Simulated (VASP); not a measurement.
A VASP 6.6.1 single-point calculation on LiH

INCAR

```
LREAL = .FALSE.
SIGMA = 0.01
ADDGRID = .TRUE.
EDIFF = 1E-7
ISIF = 2
LWAVE = .FALSE.
ENCUT = 520
LCHARG = .FALSE.
ISMEAR = 1
NBANDS = 9
NSW = 0
NELM = 120
GGA = PE
IBRION = -1
LASPH = .TRUE.
PREC = Accurate
```

KPOINTS

```
KPOINTS created by Atomic Simulation Environment
0
Gamma
10 10 10
0 0 0
```

POSCAR

```
Li H
 1.0000000000000000
     0.0135630404000000    1.9965279331000001    1.9965279331000001
     1.9965279331000001    0.0135630404000000    1.9965279331000001
     1.9965279331000001    1.9965279331000001    0.0135630404000000
 Li  H
   1   1
Cartesian
  0.0000000000000000  0.0000000000000000  0.0000000000000000
  2.0033094533000000  2.0033094533000000  2.0033094533000000
```

The recommended PBE PAW datasets give the neutral cell 4 valence electrons.

Command

```
mpirun -np 1 vasp_std
```

OSZICAR

```
N       E                     dE             d eps       ncg     rms          rms(c)
DAV:   1    -0.992991400087E+00   -0.99299E+00   -0.14619E+03  2112   0.404E+02
DAV:   2    -0.627645443416E+01   -0.52835E+01   -0.52558E+01  2920   0.588E+01
DAV:   3    -0.636932297984E+01   -0.92869E-01   -0.92829E-01  2518   0.605E+00
DAV:   4    -0.636979523619E+01   -0.47226E-03   -0.47220E-03  2847   0.377E-01
DAV:   5    -0.636979478461E+01    0.45158E-06   -0.12878E-05  2542   0.178E-02    0.289E+00
DAV:   6    -0.618616174029E+01    0.18363E+00   -0.14690E-01  2299   0.120E+00    0.145E+00
DAV:   7    -0.612420258925E+01    0.61959E-01   -0.19239E-01  2445   0.155E+00    0.221E-01
DAV:   8    -0.612596066213E+01   -0.17581E-02   -0.42358E-03  2482   0.426E-01    0.438E-02
DAV:   9    -0.612592234728E+01    0.38315E-04   -0.15729E-04  2715   0.493E-02    0.634E-03
DAV:  10    -0.612592209448E+01    0.25281E-06   -0.62510E-06  2376   0.180E-02    0.238E-03
DAV:  11    -0.612592205310E+01    0.41378E-07   -0.19653E-07  3050   0.193E-03
   1 F= -.61259221E+01 E0= -.61259226E+01  d E =0.173937E-05
```

Standard output (part)

```
POSCAR found type information on POSCAR LiH
 POSCAR found :  2 types and       2 ions
 LDA part: xc-table for (Slater+PW92), standard interpolation
 POSCAR, INCAR and KPOINTS ok, starting setup
 WAVECAR not read
 entering main loop
```

From OUTCAR

```
k-points           NKPTS =    116   k-points in BZ     NKDIM =    116   number of bands    NBANDS=      9

   NELECT =       4.0000    total number of electrons

   dimension x,y,z NGX =    24 NGY =   24 NGZ =   24
   dimension x,y,z NGXF=    48 NGYF=   48 NGZF=   48

  energy-cutoff  :      520.00
  volume of cell :       15.75
      direct lattice vectors                 reciprocal lattice vectors
     0.013563040  1.996527933  1.996527933    -0.253001241  0.251294122  0.251294122
     1.996527933  0.013563040  1.996527933     0.251294122 -0.253001241  0.251294122
     1.996527933  1.996527933  0.013563040     0.251294122  0.251294122 -0.253001241

 k-points in reciprocal lattice and weights: KPOINTS created by Atomic Simulation Env
   0.00000000  0.00000000  0.00000000       0.001
   0.10000000 -0.00000000 -0.00000000       0.006
   0.20000000 -0.00000000 -0.00000000       0.006
   0.30000000  0.00000000  0.00000000       0.006
   0.40000000  0.00000000  0.00000000       0.006
   0.50000000  0.00000000  0.00000000       0.003
   0.10000000  0.10000000 -0.00000000       0.006
   0.20000000  0.10000000 -0.00000000       0.012
   ...

 E-fermi :   0.2033

 k-point     1 :       0.0000    0.0000    0.0000
  band No.  band energies     occupation
      1     -44.0769      2.00000
      2      -5.3221      2.00000
      3      16.5688      0.00000
      4      18.1033      0.00000
      5      18.4110      0.00000
      6      18.4110      0.00000
      7      22.8240      0.00000
      8      23.1910      0.00000
      9      23.1910      0.00000

 k-point     2 :       0.1000   -0.0000   -0.0000
  band No.  band energies     occupation
      1     -44.0722      2.00000
      2      -5.1429      2.00000
      3      15.0873      0.00000
      4      17.3326      0.00000
      5      17.7458      0.00000
      6      18.0008      0.00000
      7      22.4891      0.00000
      8      23.7262      0.00000
      9      24.0571      0.00000

 k-point     3 :       0.2000   -0.0000   -0.0000
  band No.  band energies     occupation
      1     -44.0594      2.00000
      2      -4.6183      2.00000
      3      11.7711      0.00000
      4      16.0114      0.00000
      5      17.1267      0.00000
      6      17.3393      0.00000
      7      23.3310      0.00000
      8      23.6511      0.00000
      9      23.7391      0.00000

 k-point     4 :       0.3000    0.0000    0.0000
  band No.  band energies     occupation
      1     -44.0437      2.00000
      2      -3.8101      2.00000
      3       8.5600      0.00000
      4      14.9383      0.00000
      5      16.7581      0.00000
      6      16.9308      0.00000
      7      21.5277      0.00000
      8      21.6357      0.00000
      9      24.9166      0.00000

 k-point     5 :       0.4000    0.0000    0.0000
  band No.  band energies     occupation
      1     -44.0309      2.00000
      2      -2.9201      2.00000
      3       6.1553      0.00000
      4      14.2387      0.00000
      5      16.7238      0.00000
      6      16.8531      0.00000
      7      19.9704      0.00000
      8      20.1210      0.00000
      9      26.7873      0.00000

 ...

  Total        0.0509290      0.0509290      0.0509290     -0.0337069     -0.0337069     -0.0337069
  in kB        5.1792554      5.1792554      5.1792554     -3.4278477     -3.4278477     -3.4278477
  external PRESSURE =       5.1792554 kB  Pullay stress =       0.0000000 kB

 POSITION                                       TOTAL-FORCE (eV/Angst)
 -----------------------------------------------------------------------------------
      0.00000      0.00000      0.00000         0.000000      0.000000      0.000000
      2.00331      2.00331      2.00331        -0.000000     -0.000000     -0.000000
 -----------------------------------------------------------------------------------
    total drift:                                0.000000     -0.000000     -0.000000

  FREE ENERGIE OF THE ION-ELECTRON SYSTEM (eV)
  ---------------------------------------------------
  free  energy   TOTEN  =        -6.1259220531 eV

  energy  without entropy=       -6.1259237925  energy(sigma->0) =       -6.12592263
```

It converged. Results: gap between bands v and c on the k mesh 2.96 eV; least direct gap on the k mesh 2.96 eV; pressure 0.5 GPa. Band v is the last that the valence electrons fill when counted band by band, and c is the next.

For comparison, a separate PBE run of the intended cell, on usual settings and not on those above, gives a gap of 2.96 eV on its mesh and a pressure of 0.5 GPa.

The run above took about 8.4 s on one core of a shared host (Intel Xeon Platinum 8488C) and held 0.17 GiB at most.
